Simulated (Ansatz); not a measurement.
A trial form of Ge

These are results of DFT PBE, scalar-relativistic, plane waves, PAW in Ansatz 0.2.0, not measurements. Cutoff 420 eV, Gaussian smearing, Γ-centred meshes. Cell and atoms relax first on a coarse mesh and then on a finer one. In between, the cell is made exact in the group found at 0.06 Å. In metals the finer mesh still leaves noise of several meV/atom or more. The steps can't lower the symmetry of their start. No spin polarisation.

The cell of Ge is invented: 6-connected net of one element (I4_1/amd, No. 141). Its size is a rough estimate.

```xyz
4
Lattice="-3.4993 3.4993 1.2624 3.4993 -3.4993 1.2624 3.4993 3.4993 -1.2624" Properties=species:S:1:pos:R:3 pbc="T T T"
Ge    3.4993    1.7497    0.3156
Ge    0.0000    1.7497    1.5780
Ge    1.7497    3.4993   -0.3156
Ge    1.7497    0.0000    0.9468
```

Energies count from the standard state of Ge at the same level.

Problem. Which structure results?

Solution. The symmetry stays I4_1/amd (No. 141). The volume per atom grows by 28.9 %, from 15.5 to 19.9 Å³. The shortest distance goes from 2.52 Å (Ge–Ge) to 2.75 Å (Ge–Ge). The energy falls by about 0.32 eV/atom (the start's value is from the coarse mesh). Conventional cell: a = 7.533 Å, c = 2.810 Å. Ge has 6 Ge at 2.75–2.81 Å.

```
Ge
1.0
    -3.76668    3.76668    1.40486
     3.76668   -3.76668    1.40486
     3.76668    3.76668   -1.40486
Ge
4
Direct
  0.37500 0.62500 0.75000
  0.87500 0.62500 0.25000
  0.37500 0.12500 0.75000
  0.37500 0.62500 0.25000
```

Problem. How does it come out in energy, and is it a metal?

Solution. The energy over the standard state is +0.32 eV/atom and the gap on the 18×18×18 mesh of the 4-atom cell is 0 eV (a metal).

It lies above the standard state, so it could only be metastable.

The last run used Gaussian smearing of 0.10 eV. A structure relaxed within its symmetry needn't be a true minimum. Another cell of Ge relaxed alike, in R-3m, lies 0.31 eV/atom lower, so this cell isn't the stable form at this level.
